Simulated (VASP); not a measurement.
# BP (F-43m) in VASP: settings compared, part 2 of 2

VASP 6.6.1.

### 4 Relaxation of cell and atoms, PBEsol

INCAR

```
PREC     = Accurate       # precision mode
ENCUT    = 600            # plane-wave cutoff, eV
EDIFF    = 1E-6           # SCF threshold, eV
ISMEAR   = 0              # smearing method
SIGMA    = 0.03           # smearing width, eV
LREAL    = F              # projectors in reciprocal space
LASPH    = T              # aspherical terms in the spheres
NELM     = 80             # most SCF steps
ALGO     = Normal         # electronic algorithm
ISIF     = 3              # what is computed and relaxed
LWAVE    = F              # write WAVECAR
LCHARG   = F              # write CHGCAR
GGA      = PS             # functional
IBRION   = 2              # ionic algorithm
NSW      = 90             # ionic steps
EDIFFG   = -0.01          # ionic threshold
```

KPOINTS

```
Automatic mesh
0
Gamma
  10 10 10
```

POSCAR

```
BP
1.0
    0.0000000000      2.2690000000      2.2690000000
    2.2690000000      0.0000000000      2.2690000000
    2.2690000000      2.2690000000      0.0000000000
B P
1 1
Direct
    0.0000000000      0.0000000000      0.0000000000
    0.2500000000      0.2500000000      0.2500000000
```

Potentials or basis: VASP PAW PBE potentials, release 64 (B, P).

Launch:

```sh
$ cat potpaw_PBE.64/B/POTCAR potpaw_PBE.64/P/POTCAR > POTCAR
$ mpirun -np 1 vasp_std > vasp.out
```

OUTCAR:

```text
PREC = Accurate
   ENCUT = 600
   EDIFF = 1E-6
   ISMEAR = 0
   LREAL = F
   LASPH = T
   NELM = 80
   ISIF = 3
   GGA = PS
   IBRION = 2
   NSW = 90
   EDIFFG = -0.01

 ion  position               nearest neighbor table
   1  0.000  0.000  0.000-   2 1.97   2 1.97   2 1.97   2 1.97
   2  0.250  0.250  0.250-   1 1.97   1 1.97   1 1.97   1 1.97

  LATTYP: Found a face centered cubic cell.
 ALAT       =     4.5380000000

  Lattice vectors:

 A1 = (   0.0000000000,   2.2690000000,   2.2690000000)
 A2 = (   2.2690000000,   0.0000000000,   2.2690000000)
 A3 = (   2.2690000000,   2.2690000000,   0.0000000000)

Analysis of symmetry for initial positions (statically):
=====================================================================
 Subroutine PRICEL returns:
 Original cell was already a primitive cell.

 Routine SETGRP: Setting up the symmetry group for a
 face centered cubic supercell.

 Subroutine GETGRP returns: Found 24 space group operations
 (whereof 24 operations were pure point group operations)
 out of a pool of 48 trial point group operations.

The static configuration has the point symmetry T_d .

Analysis of symmetry for dynamics (positions and initial velocities):
=====================================================================
 Subroutine PRICEL returns:
 Original cell was already a primitive cell.

 Routine SETGRP: Setting up the symmetry group for a
 face centered cubic supercell.

 Subroutine GETGRP returns: Found 24 space group operations
 (whereof 24 operations were pure point group operations)
 out of a pool of 48 trial point group operations.

The dynamic configuration has the point symmetry T_d .

 Subroutine INISYM returns: Found 24 space group operations
 (whereof 24 operations are pure point group operations),
 and found     1 'primitive' translations

[... 128 lines left out ...]
  energy-cutoff  :      600.00
  volume of cell :       23.36
 maximum number of plane-waves:       794
 NGX is ok and might be reduce to    28
   NGX = 13   NGY = 13   NGZ = 13

--------------------------------------- Ionic step        1  -------------------------------------------

 number of electron       8.0000000 magnetization

 Free energy of the ion-electron system (eV)
  ---------------------------------------------------
  ext. energy  EPLUGINS =         0.00000000
  ---------------------------------------------------
  free energy    TOTEN  =       -13.67383585 eV

  energy without entropy =      -13.67383585  energy(sigma->0) =      -13.67383585

------------------------ aborting loop because EDIFF is reached ----------------------------------------

  FORCE on cell =-STRESS in cart. coord.  units (eV):
  Direction    XX          YY          ZZ          XY          YZ          ZX
  --------------------------------------------------------------------------------------
  -------------------------------------------------------------------------------------
  Total       -0.2701413     -0.2701413     -0.2701413     -0.0000000      0.0000000     -0.0000000
  in kB      -18.5254221    -18.5254221    -18.5254221     -0.0000000      0.0000000     -0.0000000
  external PRESSURE =     -18.5254221 kB  Pullay stress =       0.0000000 kB
[... 59 lines left out ...]
--------------------------------------- Ionic step        3  -------------------------------------------

 number of electron       8.0000000 magnetization

 Free energy of the ion-electron system (eV)
  ---------------------------------------------------
  ext. energy  EPLUGINS =         0.00000000
  ---------------------------------------------------
  free energy    TOTEN  =       -13.67535475 eV

  energy without entropy =      -13.67535475  energy(sigma->0) =      -13.67535475

 E-fermi :   7.6770     XC(G=0): -11.0930

 val. band max:        7.5378140249   @ k =   0.0000   0.0000   0.0000
 cond. band min:       8.6542929004   @ k =   0.4000   0.4000   0.0000
 fundamental gap:      1.1164788755
 Fermi energy:         7.6770478786

 k-point     1 :       0.0000    0.0000    0.0000
  band No.  band energies     occupation
      1      -8.0601      2.00000
      2       7.5378      2.00000
      3       7.5378      2.00000
      4       7.5378      2.00000
      5      10.9113      0.00000
      6      10.9113      0.00000
      7      10.9113      0.00000
      8      15.0508      0.00000
[... 243 lines left out ...]
 k-point    24 :       0.4000    0.3000    0.0000
  band No.  band energies     occupation
      1      -5.0798      2.00000
      2       1.3491      2.00000
      3       3.4066      2.00000
      4       3.9589      2.00000
      5       9.2412      0.00000
      6      11.0313      0.00000
      7      17.0650      0.00000
      8      17.0686      0.00000

 [... further k-points ...]

------------------------ aborting loop because EDIFF is reached ----------------------------------------

  FORCE on cell =-STRESS in cart. coord.  units (eV):
  Direction    XX          YY          ZZ          XY          YZ          ZX
  --------------------------------------------------------------------------------------
  -------------------------------------------------------------------------------------
  Total        0.0005542      0.0005542      0.0005542      0.0000000      0.0000000     -0.0000000
  in kB        0.0384300      0.0384300      0.0384300      0.0000000      0.0000000     -0.0000000
  external PRESSURE =       0.0384300 kB  Pullay stress =       0.0000000 kB
[... 17 lines left out ...]
  FREE ENERGIE OF THE ION-ELECTRON SYSTEM (eV)
  ---------------------------------------------------
  free  energy   TOTEN  =       -13.6753547507 eV

  energy  without entropy=      -13.6753547507  energy(sigma->0) =      -13.67535475

 reached required accuracy - stopping structural energy minimisation
```

OSZICAR:

```text
N       E                     dE             d eps       ncg     rms          rms(c)
DAV:   1     0.136665376885E+02    0.13667E+02   -0.44613E+03   752   0.100E+03
DAV:   2    -0.140304146866E+02   -0.27697E+02   -0.26716E+02  1160   0.120E+02
DAV:   3    -0.143813195450E+02   -0.35090E+00   -0.35090E+00   880   0.175E+01
DAV:   4    -0.143825047175E+02   -0.11852E-02   -0.11852E-02  1208   0.990E-01
[... 19 lines left out ...]
DAV:   2    -0.136755084791E+02    0.51148E-03   -0.10674E-03   976   0.208E-01    0.926E-02
DAV:   3    -0.136753693670E+02    0.13911E-03   -0.29733E-04   856   0.993E-02    0.240E-02
DAV:   4    -0.136753579945E+02    0.11373E-04   -0.11736E-05   976   0.255E-02    0.190E-02
DAV:   5    -0.136753550765E+02    0.29179E-05   -0.26732E-06   880   0.115E-02    0.888E-03
DAV:   6    -0.136753547507E+02    0.32583E-06   -0.64906E-08   376   0.219E-03
   3 F= -.13675355E+02 E0= -.13675355E+02  d E =-.151891E-02
```

CONTCAR:

```text
BP
   1.00000000000000
    -0.0000000000000000    2.2605516541300634    2.2605516541300634
     2.2605516541300634    0.0000000000000000    2.2605516541300634
     2.2605516541300634    2.2605516541300634   -0.0000000000000000
  B               P
     1     1
Direct
     0.0000000000000000    0.0000000000000000    0.0000000000000000
     0.2500000000000000    0.2500000000000000    0.2500000000000000

  0.00000000E+00  0.00000000E+00  0.00000000E+00
  0.00000000E+00  0.00000000E+00  0.00000000E+00
```

Wall time 21 s (1 thread of Intel Xeon Platinum 8488C (Sapphire Rapids), shared host); peak memory 0.15 GiB.

What came out:

- Free energy: -13.6754 eV
- Relaxed volume: 11.55 Å³/atom
- Relaxed cell: a = 3.197 Å, b = 3.197 Å, c = 3.197 Å, α = 60.00°, β = 60.00°, γ = 60.00°
- Space group after relaxing (to 0.05 Å): F-43m (No. 216)
- Energy gained by relaxing: 0.8 meV/atom
- Ionic steps: 3
- Pressure after relaxing: 0.0 GPa
- Band gap on the k mesh: 1.12 eV, indirect (least direct gap 3.37 eV)

The path:
```
step  energy change (eV)  largest force (eV/Å)  pressure (GPa)  volume (Å³)
   1              0.0000                0.0000           -1.85        23.36
   2             -0.0006                0.0000            1.45        22.91
   3             -0.0015                0.0000            0.00        23.10
```

Final structure:
```
CELL_PARAMETERS angstrom
0.00000 2.26055 2.26055
2.26055 0.00000 2.26055
2.26055 2.26055 0.00000
ATOMIC_POSITIONS crystal
B 0.00000 0.00000 0.00000
P 0.25000 0.25000 0.25000
```

Levels at points of the mesh, in eV from the valence-band top:
```
           k point  band 2  band 3  band 4  band 5  band 6  band 7
(0.00, 0.00, 0.00)    0.00    0.00    0.00    3.37    3.37    3.37
(0.50, 0.00, 0.00)   -9.18   -1.78   -1.78    3.80    4.66    4.66
(0.50, 0.50, 0.00)   -8.66   -4.19   -4.19    1.20    1.51   12.20
```

Caveat: the PAW data sets were made with another functional, which shifts forces and pressure a little. A k mesh can miss the band edges.
